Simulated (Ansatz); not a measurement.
# Al: rattling a relaxed structure

The cell was found from a structure generator's guess, not taken from experiment.

The calculation used DFT PBE, scalar-relativistic, plane waves, PAW in Ansatz. Plane waves to 420 eV, a k mesh through Γ of 24×24×22 on the computed 1-atom cell and Gaussian smearing (0.10 eV); no spin polarisation.

The cell below (1 atom, space group I4/mmm (No. 139)) is relaxed within its symmetry.

```yaml
crystal:
  lattice:
    - [1.40690, -2.46071, -0.02476]
    - [1.40690, 2.46071, -0.02476]
    - [-1.36786, 0.00000, 2.48151]
  atoms:
    - { symbol: Al, position: [0.50000, 0.50000, 0.00000] }
```

For the test a repeat of it with 8 atoms (edges 5.63, 5.66, 5.67 Å) was strained at random (σ = 1.5 % a component), the atoms were moved at random (σ = 0.15 Å), and all was relaxed again on a coarse 6×4×6 mesh (in the run’s order of axes) with 0.20 eV smearing, with no symmetry imposed.

Task: What happens?

Result: It doesn't return. The energy falls by 50 meV/atom on that mesh, the volume changes by -2.3 %, and the end has space group P6_3/mmc (No. 194) at a loose tolerance. Relaxed again on a 22×22×12 mesh with 0.10 eV smearing, the new structure lies 42 meV/atom below the first (mesh in the axes of the run's cell; the cell below is made exact in the group named). Space group P6_3/mmc (No. 194), hexagonal, a = 2.851 Å, c = 4.728 Å. Around Al lie 12 Al at 2.85–2.88 Å.

```cif
data_structure
_symmetry_space_group_name_H-M 'P6_3/mmc'
_symmetry_Int_Tables_number 194
_cell_length_a 2.8508
_cell_length_b 2.8508
_cell_length_c 4.7280
_cell_angle_alpha 90.000
_cell_angle_beta 90.000
_cell_angle_gamma 120.000
_cell_volume 33.28
loop_
_atom_site_label
_atom_site_type_symbol
_atom_site_symmetry_multiplicity
_atom_site_Wyckoff_symbol
_atom_site_fract_x
_atom_site_fract_y
_atom_site_fract_z
_atom_site_occupancy
Al1 Al 2 d 0.66667 0.33333 0.25000 1
```
